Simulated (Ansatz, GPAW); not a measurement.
# Ballistic transport through BN in line between two Sn chains, cheap and dear, part 2 of 3

How well does BN in line between two Sn chains conduct at low bias, and how far do basis and functional move the answer?

GPAW 26.7.0 and Ansatz 0.2.0; Ansatz plane waves; Landauer transmission by layers, zero bias (the session's first sound run).

So far, transmission at the Fermi level (one spin): step 2 (plane waves, LDA) 1.44.

### 3. GPAW, dzp

The script solves lead and junction separately, takes H and S in the orbital basis, and joins semi-infinite leads through their self-energies; the dzp basis is the working standard.

This step: GPAW LCAO, PAW setups; Landauer transmission from Green's functions with principal layers (ASE), zero bias (GPAW 26.7.0).

The input, run.py:

```python
import json
import numpy as np
from ase import Atoms
from ase.transport.calculators import TransportCalculator
from gpaw import GPAW, FermiDirac
from gpaw.lcao.tools import get_lcao_hamiltonian
from scipy.linalg import eigh

# The junction with lead layers at both ends, along the third cell vector
device = Atoms(
    ['Sn', 'Sn', 'Sn', 'Sn', 'Sn', 'B', 'N', 'Sn', 'Sn', 'Sn', 'Sn', 'Sn'],
    positions=[
        [4.50000, 4.50000, 1.37500],
        [4.50000, 4.50000, 4.12500],
        [4.50000, 4.50000, 6.87500],
        [4.50000, 4.50000, 9.62500],
        [4.50000, 4.50000, 12.37500],
        [4.50000, 4.50000, 14.51780],
        [4.50000, 4.50000, 15.79780],
        [4.50000, 4.50000, 17.73560],
        [4.50000, 4.50000, 20.48560],
        [4.50000, 4.50000, 23.23560],
        [4.50000, 4.50000, 25.98560],
        [4.50000, 4.50000, 28.73560]],
    cell=[[9.0, 0.0, 0.0], [0.0, 9.0, 0.0], [0.0, 0.0, 30.1106]],
    pbc=True)

# One principal layer of the lead: the first 3 atoms of the device
lead = Atoms(
    ['Sn', 'Sn', 'Sn'],
    positions=[
        [4.50000, 4.50000, 1.37500],
        [4.50000, 4.50000, 4.12500],
        [4.50000, 4.50000, 6.87500]],
    cell=[[9.0, 0.0, 0.0], [0.0, 9.0, 0.0], [0.0, 0.0, 8.25]],
    pbc=True)

settings = dict(mode='lcao', basis='dzp', xc='PBE', h=0.18,
                occupations=FermiDirac(0.1), maxiter=250,
                mixer=dict(beta=0.1, nmaxold=8, weight=100.0),
                convergence=dict(density=0.0001))
energies = np.arange(-2, 2 + 1e-9, 0.05)
eta = 0.0001
n1, n2 = 1, 1
# k and -k transmit alike, so half of the mesh across the current serves
mesh = [(i, j) for i in range(n1) for j in range(n2) if (i, j) <= (-i % n1, -j % n2)]
weights = np.array([1 if (i, j) == (-i % n1, -j % n2) else 2 for i, j in mesh]) / (n1 * n2)

# [... helper functions left out ...]
fermi_lead = ground_state(lead, (1, 1, 14), 'lead.txt')
fermi_device = ground_state(device, (1, 1, 3), 'device.txt')
# [... loop over the mesh left out, but for ...]
        # Shift the lead onto the potential of the device's first layer
        shift = ((H[:, 0, 0] - H0[:, 0, 0]) / S0[0, 0]).real.mean()
# [...]
kT = 8.617333e-5 * 300
bias = [0.1, 0.2, 0.5, 1.0, 1.5, 2.0]
# [... integrals and printing left out ...]
```

Launch:

```
> OMP_NUM_THREADS=1 OPENBLAS_NUM_THREADS=2 python run.py
```

Log:

```text
basis functions: device 256, principal layer 69
Fermi level: lead -2.9469 eV, device -2.9614 eV; lead shifted by -0.0067 eV
largest coupling past the next layer 3.84e-07 eV, largest misfit of the first layer 0.071 eV
  E-E_F (eV)   T (one spin)  [channel counts left out]
    -2.000    6.9183e-02
    -1.950    6.9332e-02
    -1.900    6.9447e-02
    -1.850    6.9538e-02
    -1.800    6.9610e-02
    -1.750    6.9668e-02
    -1.700    6.9716e-02
    -1.650    6.9756e-02
    -1.600    6.9790e-02
    -1.550    6.9819e-02
    -1.500    6.9845e-02
    -1.450    6.9868e-02
    -1.400    6.9888e-02
    -1.350    6.9905e-02
    -1.300    6.9919e-02
    -1.250    6.9930e-02
[...]
1.650    1.1378e+00
     1.700    1.1330e+00
     1.750    1.1274e+00
     1.800    1.1210e+00
     1.850    1.1137e+00
     1.900    1.1054e+00
     1.950    1.0960e+00
     2.000    1.0854e+00
conductance at 300 K: 1.4797 G0 a cell; thermopower -0.4834 uV/K
current from the zero-bias T(E) at 0.1 V: 11.448 uA
current from the zero-bias T(E) at 0.2 V: 22.797 uA
current from the zero-bias T(E) at 0.5 V: 55.346 uA
current from the zero-bias T(E) at 1.0 V: 101.44 uA
current from the zero-bias T(E) at 1.5 V: 136.37 uA
current from the zero-bias T(E) at 2.0 V: 160.83 uA
```

It took 2.1 min on 2 threads of Intel Xeon Platinum 8259CL at 2.50GHz (Skylake/Cascade Lake), shared host; peak memory 1.5 GiB.

This step gave:

```
conductance                                    : 1.480 G₀
largest coupling past the next principal layer : 3.84e-7 eV
largest misfit of the first principal layer    : 0.07138 eV
shift that aligns the lead                     : -0.006689 eV
basis functions of the junction                : 256
basis functions of a principal layer           : 69
transmission at the Fermi level (one spin)     : 1.486
```

One spin. Transmission, zone mean against energy, zero at the Fermi level:

```
energy (eV)  transmission, zone mean
     -2.000                   0.0692
     -1.800                   0.0696
     -1.600                   0.0698
     -1.400                   0.0699
     -1.200                   0.0699
     -1.000                   0.0699
     -0.800                    0.103
     -0.600                    0.694
     -0.400                     1.02
     -0.200                     1.35
      0.000                     1.49
      0.200                     1.42
      0.400                     1.29
      0.600                     1.20
      0.800                     1.16
      1.000                     1.15
      1.200                     1.15
      1.400                     1.15
      1.600                     1.14
      1.800                     1.12
      2.000                     1.09
```

Not self-consistent under bias; the bias window is split evenly. The current through one cell, from the zero-bias transmission by bias:

```
bias (V)  current through one cell, from the zero-bias transmission (μA)
   0.100                                                            11.4
   0.200                                                            22.8
   0.500                                                            55.3
   1.000                                                             101
   1.500                                                             136
   2.000                                                             161
```

The transmission of the three most open eigenchannels by energy, zero at the Fermi level:

```
energy (eV)  channel 1  channel 2  channel 3
      -2.00     0.0692          0          0
      -1.90     0.0694          0          0
      -1.80     0.0696          0          0
      -1.70     0.0697          0          0
      -1.55     0.0698          0          0
      -1.45     0.0699          0          0
      -1.35     0.0699          0          0
      -1.25     0.0699          0          0
      -1.15     0.0699          0          0
      -1.05     0.0699          0          0
      -0.90     0.0699    9.5e-12    9.5e-12
      -0.80     0.0698     0.0164     0.0164
      -0.70      0.189      0.189     0.0697
      -0.60      0.312      0.312     0.0696
      -0.50      0.394      0.394     0.0695
      -0.40      0.477      0.477     0.0693
      -0.25      0.606      0.606     0.0690
      -0.15      0.670      0.670     0.0688
      -0.05      0.704      0.704     0.0686
       0.00      0.709      0.709     0.0685
       0.05      0.708      0.708     0.0684
       0.15      0.690      0.690     0.0682
       0.25      0.661      0.661     0.0679
       0.40      0.613      0.613     0.0677
       0.50      0.587      0.587     0.0675
       0.60      0.567      0.567     0.0674
       0.70      0.554      0.554     0.0673
       0.80      0.546      0.546     0.0672
       0.90      0.543      0.543     0.0672
       1.05      0.542      0.542     0.0673
       1.15      0.542      0.542     0.0674
       1.25      0.542      0.542     0.0676
       1.35      0.542      0.542     0.0678
       1.45      0.541      0.541     0.0652
       1.55      0.538      0.538     0.0683
       1.70      0.532      0.532     0.0689
       1.80      0.526      0.526     0.0694
       1.90      0.518      0.518     0.0700
       2.00      0.507      0.507     0.0706
```

At the Fermi level T is 1.49 against 1.44 in plane waves, which used another functional. Couplings past the next layer reach 3.8e-7 eV, small enough to drop; the matrix elements of the cell's first layer differ from the bulk lead's by up to 0.071 eV. That layer keeps its own values in the calculation, and only beyond it is the lead taken as perfect. The Fermi levels of lead and junction count from different zeros of potential, one for each periodic cell; with both set to zero, the small remaining shift is what aligns them. By hand: G = 1.480 × 77.48 μS = 115 μS, a resistance of 8.72 kΩ; at 0.1 V a linear junction would pass 11.5 μA, and the integral over the bias window gives 11.4 μA.

### 4. GPAW, szp: basis = "szp(dzp)"

One radial function a shell plus polarisation makes the matrices smaller; the question is what that costs.

Edit run.py of step 3 so:

```diff
@@ -37,3 +37,3 @@
 
-settings = dict(mode='lcao', basis='dzp', xc='PBE', h=0.18,
+settings = dict(mode='lcao', basis='szp(dzp)', xc='PBE', h=0.18,
                 occupations=FermiDirac(0.1), maxiter=250,
```

Log:

```text
basis functions: device 158, principal layer 42
Fermi level: lead -3.2112 eV, device -3.2497 eV; lead shifted by 0.0006 eV
largest coupling past the next layer 3.63e-07 eV, largest misfit of the first layer 0.058 eV
  E-E_F (eV)   T (one spin)  [channel counts left out]
    -2.000    6.0148e-02
    -1.950    6.0696e-02
    -1.900    6.1170e-02
    -1.850    6.1586e-02
    -1.800    6.1954e-02
    -1.750    6.2284e-02
    -1.700    6.2584e-02
    -1.650    6.2858e-02
    -1.600    6.3111e-02
    -1.550    6.3348e-02
    -1.500    6.3569e-02
    -1.450    6.3779e-02
    -1.400    6.3977e-02
    -1.350    6.4167e-02
    -1.300    6.4348e-02
    -1.250    6.4522e-02
[...]
1.650    1.1620e+00
     1.700    1.1585e+00
     1.750    1.1543e+00
     1.800    1.1494e+00
     1.850    1.1437e+00
     1.900    1.1371e+00
     1.950    1.1296e+00
     2.000    1.1210e+00
conductance at 300 K: 1.4641 G0 a cell; thermopower -1.025 uV/K
current from the zero-bias T(E) at 0.1 V: 11.326 uA
current from the zero-bias T(E) at 0.2 V: 22.55 uA
current from the zero-bias T(E) at 0.5 V: 54.685 uA
current from the zero-bias T(E) at 1.0 V: 99.635 uA
current from the zero-bias T(E) at 1.5 V: 132.76 uA
current from the zero-bias T(E) at 2.0 V: 156.97 uA
```

The job ended after 1.9 min (2 threads; peak memory 1.4 GiB).

Numbers from this step:

```yaml
conductance: 1.464 G₀
largest_coupling_past_the_next_principal_layer: 3.63e-7 eV
largest_misfit_of_the_first_principal_layer: 0.05796 eV
shift_that_aligns_the_lead: 6.19e-4 eV
basis_functions_of_the_junction: 158
basis_functions_of_a_principal_layer: 42
transmission_at_the_fermi_level_one_spin: 1.471
```

One spin. Transmission, zone mean against energy, zero at the Fermi level:

```
energy (eV)  transmission, zone mean
      -2.00                   0.0601
      -1.85                   0.0616
      -1.70                   0.0626
      -1.60                   0.0631
      -1.45                   0.0638
      -1.30                   0.0643
      -1.15                   0.0648
      -1.05                   0.0652
      -0.90                   0.0656
      -0.75                    0.167
      -0.60                    0.587
      -0.50                    0.771
      -0.35                     1.05
      -0.20                     1.32
      -0.05                     1.46
       0.00                     1.47
       0.05                     1.47
       0.20                     1.42
       0.35                     1.33
       0.50                     1.25
       0.60                     1.21
       0.75                     1.18
       0.90                     1.16
       1.05                     1.16
       1.15                     1.16
       1.30                     1.17
       1.45                     1.17
       1.60                     1.16
       1.70                     1.16
       1.85                     1.14
       2.00                     1.12
```

Not self-consistent under bias; the bias window is split evenly. Current through one cell, from the zero-bias transmission against bias:

```
bias (V)  current through one cell, from the zero-bias transmission (μA)
   0.100                                                            11.3
   0.200                                                            22.5
   0.500                                                            54.7
   1.000                                                            99.6
   1.500                                                             133
   2.000                                                             157
```

Table of transmission of the three most open eigenchannels by energy, zero at the Fermi level:

```
energy (eV)  channel 1  channel 2  channel 3
      -2.00     0.0601          0          0
      -1.90     0.0612          0          0
      -1.80     0.0620          0          0
      -1.70     0.0626          0          0
      -1.55     0.0633          0          0
      -1.45     0.0638          0          0
      -1.35     0.0642          0          0
      -1.25     0.0645          0          0
      -1.15     0.0648          0          0
      -1.05     0.0652          0          0
      -0.90     0.0656    1.8e-12    1.8e-12
      -0.80     0.0658     8.2e-9     8.2e-9
      -0.70      0.132      0.132     0.0660
      -0.60      0.260      0.260     0.0662
      -0.50      0.353      0.353     0.0664
      -0.40      0.444      0.444     0.0666
      -0.25      0.583      0.583     0.0668
      -0.15      0.654      0.654     0.0669
      -0.05      0.694      0.694     0.0671
       0.00      0.702      0.702     0.0671
       0.05      0.703      0.703     0.0672
       0.15      0.690      0.690     0.0673
       0.25      0.663      0.663     0.0674
       0.40      0.617      0.617     0.0676
       0.50      0.591      0.591     0.0678
       0.60      0.571      0.571     0.0679
       0.70      0.558      0.558     0.0681
       0.80      0.550      0.550     0.0684
       0.90      0.547      0.547     0.0686
       1.05      0.546      0.546     0.0691
       1.15      0.547      0.547     0.0694
       1.25      0.549      0.549     0.0698
       1.35      0.550      0.550     0.0702
       1.45      0.549      0.549     0.0706
       1.55      0.548      0.548     0.0712
       1.70      0.543      0.543     0.0720
       1.80      0.538      0.538     0.0727
       1.90      0.532      0.532     0.0733
       2.00      0.523      0.523     0.0740
```

The conductance, 1.46 G₀, lies 1.1 % below that of the dzp run.

### 5. GPAW, sz: basis = "sz(dzp)"

The minimal basis is the cheapest rung: no second zeta and no polarisation.

Edit run.py of step 4 so:

```diff
@@ -37,3 +37,3 @@
 
-settings = dict(mode='lcao', basis='szp(dzp)', xc='PBE', h=0.18,
+settings = dict(mode='lcao', basis='sz(dzp)', xc='PBE', h=0.18,
                 occupations=FermiDirac(0.1), maxiter=250,
```

Log:

```text
basis functions: device 98, principal layer 27
Fermi level: lead -3.0928 eV, device -3.1479 eV; lead shifted by -0.0158 eV
largest coupling past the next layer 4.07e-07 eV, largest misfit of the first layer 0.064 eV
  E-E_F (eV)   T (one spin)  [channel counts left out]
    -2.000    6.0370e-02
    -1.950    6.0595e-02
    -1.900    6.0796e-02
[...]
1.950    1.1279e+00
     2.000    1.1176e+00
conductance at 300 K: 1.507 G0 a cell; thermopower -0.6571 uV/K
current from the zero-bias T(E) at 0.1 V: 11.66 uA
current from the zero-bias T(E) at 0.2 V: 23.226 uA
current from the zero-bias T(E) at 0.5 V: 56.474 uA
current from the zero-bias T(E) at 1.0 V: 103.74 uA
current from the zero-bias T(E) at 1.5 V: 140.51 uA
current from the zero-bias T(E) at 2.0 V: 166.41 uA
```

Run time: 83 s. Hardware: 2 threads; peak memory 1.3 GiB.

Numbers from this step:

```yaml
conductance: 1.507 G₀
largest_coupling_past_the_next_principal_layer: 4.07e-7 eV
largest_misfit_of_the_first_principal_layer: 0.06428 eV
shift_that_aligns_the_lead: -0.01582 eV
basis_functions_of_the_junction: 98
basis_functions_of_a_principal_layer: 27
transmission_at_the_fermi_level_one_spin: 1.513
```

One spin. Table of transmission, zone mean by energy, zero at the Fermi level:

```
energy (eV)  transmission, zone mean
      -2.00                   0.0604
      -1.90                   0.0608
      -1.80                   0.0611
      -1.70                   0.0614
      -1.55                   0.0618
      -1.45                   0.0621
      -1.35                   0.0623
      -1.25                   0.0625
      -1.15                   0.0627
      -1.05                   0.0628
      -0.90                   0.0630
      -0.80                    0.228
      -0.70                    0.534
      -0.60                    0.713
      -0.50                    0.861
      -0.40                     1.03
      -0.25                     1.30
      -0.15                     1.43
      -0.05                     1.50
       0.00                     1.51
       0.05                     1.51
       0.15                     1.48
       0.25                     1.43
       0.40                     1.34
       0.50                     1.29
       0.60                     1.25
       0.70                     1.22
       0.80                     1.20
       0.90                     1.19
       1.05                     1.17
       1.15                     1.17
       1.25                     1.17
       1.35                     1.17
       1.45                     1.17
       1.55                     1.16
       1.70                     1.16
       1.80                     1.15
       1.90                     1.14
       2.00                     1.12
```

The conductance, 1.51 G₀, lies 1.8 % above that of the dzp run.

### 6. LDA in the dzp basis: xc = "LDA"

Back in the dzp basis, the functional changes from PBE to LDA, to set the spread between functionals beside that between bases.

Edit run.py of step 5 so:

```diff
@@ -37,3 +37,3 @@
 
-settings = dict(mode='lcao', basis='sz(dzp)', xc='PBE', h=0.18,
+settings = dict(mode='lcao', basis='dzp', xc='LDA', h=0.18,
                 occupations=FermiDirac(0.1), maxiter=250,
```

Log:

```text
basis functions: device 256, principal layer 69
Fermi level: lead -3.1885 eV, device -3.2059 eV; lead shifted by -0.0014 eV
largest coupling past the next layer 3.90e-07 eV, largest misfit of the first layer 0.058 eV
  E-E_F (eV)   T (one spin)  [channel counts left out]
    -2.000    6.0055e-02
    -1.950    6.0242e-02
    -1.900    6.0396e-02
[...]
1.950    1.0975e+00
     2.000    1.0854e+00
conductance at 300 K: 1.502 G0 a cell; thermopower -0.7495 uV/K
current from the zero-bias T(E) at 0.1 V: 11.621 uA
current from the zero-bias T(E) at 0.2 V: 23.146 uA
current from the zero-bias T(E) at 0.5 V: 56.268 uA
current from the zero-bias T(E) at 1.0 V: 103.33 uA
current from the zero-bias T(E) at 1.5 V: 138.36 uA
current from the zero-bias T(E) at 2.0 V: 163 uA
```

Elapsed: 1.9 min, on 2 threads; peak memory 1.5 GiB.

Numbers from this step:

* conductance: 1.502 G₀
* largest coupling past the next principal layer: 3.90e-7 eV
* largest misfit of the first principal layer: 0.05831 eV
* shift that aligns the lead: -0.001444 eV
* basis functions of the junction: 256
* basis functions of a principal layer: 69
* transmission at the Fermi level (one spin): 1.509

One spin. Transmission, zone mean against energy, zero at the Fermi level:

```
energy (eV)  transmission, zone mean
      -2.00                   0.0601
      -1.85                   0.0605
      -1.70                   0.0608
      -1.60                   0.0610
      -1.45                   0.0612
      -1.30                   0.0615
      -1.15                   0.0617
      -1.05                   0.0619
      -0.90                   0.0621
      -0.75                    0.207
      -0.60                    0.674
      -0.50                    0.862
      -0.35                     1.13
      -0.20                     1.37
      -0.05                     1.50
       0.00                     1.51
       0.05                     1.51
       0.20                     1.45
       0.35                     1.36
       0.50                     1.28
       0.60                     1.24
       0.75                     1.20
       0.90                     1.18
       1.05                     1.18
       1.15                     1.18
       1.30                     1.17
       1.45                     1.17
       1.60                     1.16
       1.70                     1.14
       1.85                     1.12
       2.00                     1.09
```

The conductance, 1.50 G₀, lies 1.5 % above that of the dzp run.

### 7. The ladder

Times are for 2 threads of Intel Xeon Platinum 8259CL at 2.50GHz (Skylake/Cascade Lake), shared host. The series side by side:

```
no.      run  conductance (G₀)     time  memory (GiB)
  1      dzp             1.480  2.1 min           1.5
  2      szp             1.464  1.9 min           1.4
  3       sz             1.507     83 s           1.3
  4  dzp LDA             1.502  1.9 min           1.5
```

(Part 2 of 3 ends here.)

[Logs are printed without paths, hosts, clocks, repeated set-up lines and the standing remarks that a program may print on its own settings, such as how far it seeks lower states.]

[Hosts, paths, dates, database ids (printed as entryN), source tags and the programs' standing remarks are cut or masked in the printed files.]
